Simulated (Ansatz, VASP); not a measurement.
## FeNi: VASP beside Ansatz

The input INCAR:

```
PREC = Accurate ; ENCUT = 600
EDIFF = 1E-6 ; ISMEAR = 0
SIGMA = 0.1 ; LREAL = False
LASPH = True ; NELM = 150
ALGO = Normal ; ISIF = 3
LWAVE = False ; LCHARG = False
ISPIN = 2 ; MAGMOM = 2.91 0.78
LORBIT = 11 ; LMAXMIX = 4
GGA = PS ; IBRION = 2
NSW = 100 ; EDIFFG = -0.005
```

Contents of KPOINTS:

```
regular mesh
0
Gamma
  16 16 12
```

POSCAR

```
FeNi
1.0
    2.5121795000      0.0000000000      0.0000000000
    0.0000000000      2.5121795000      0.0000000000
    0.0000000000      0.0000000000      3.5307586900
Fe Ni
1 1
Direct
    0.0000000000      0.0000000000      0.0000000000
    0.5000000000      0.5000000000      0.5000000000
```

Input for Ansatz:

```yaml
crystal:
  lattice:
    - [2.5121795, 0.0, 0.0]
    - [0.0, 2.5121795, 0.0]
    - [0.0, 0.0, 3.53075869]
  atoms:
    - { symbol: Fe, position: [0.0, 0.0, 0.0], spin: 2.91 }
    - { symbol: Ni, position: [0.5, 0.5, 0.5], spin: 0.78 }
basis:
  ecutwfc: 420
kpoints:
  mp_grid: { grid: [16, 16, 12] }
hamiltonian:
  xc: pbesol
scf:
  occupations: { method: gaussian, width: 0.1 }
output:
  forces: true
  stress: true
  eigenvalues: true
  populations: true
magnetization:
  spin_polarized: true
relax:
  adjacent_minimum: "off"
  f_tol: 0.005
  max_steps: 80
  cell: { stress_tol: 0.05 }
```

The cell is a database's computed one.

Alike in both runs: task relaxation of cell and atoms; functional PBEsol; k mesh 16 × 16 × 12; occupations gaussian, width 0.1 eV; collinear spin.

|  | VASP | Ansatz |
| --- | --- | --- |
| version | VASP 6.6.1 | Ansatz 0.2.0 |
| potentials or method | VASP PAW PBE potentials, release 64 (Fe, Ni) | scalar-relativistic, plane waves, PAW |
| plane-wave cutoff (eV) | 600 | 420 |
| valence electrons in the cell | 18 | 34 |

```csv
,VASP,Ansatz,Ansatz less VASP
"gap on the k mesh at the Fermi level, each at its own relaxed structure (eV)",none,none,-
net moment per atom (μB),1.58,1.58,-0.002
size of the moment on the site where the two differ most (μB),0.61,0.68,+0.068
relaxed volume (Å³/atom),10.76,10.76,0.000
relaxed cell length with the largest relative difference (Å),3.533,3.533,+0.0004
energy change over the relaxation (meV/atom),-9,-9,+0.1
```

Site moments also hang on the region over which each program counts them. A gap of «none» marks a metal or a gap that the smearing closes. The two sets of potentials don't hold the same shells in valence.

Caveats: the PAW data sets were made with another functional, which shifts forces and pressure a little (VASP).
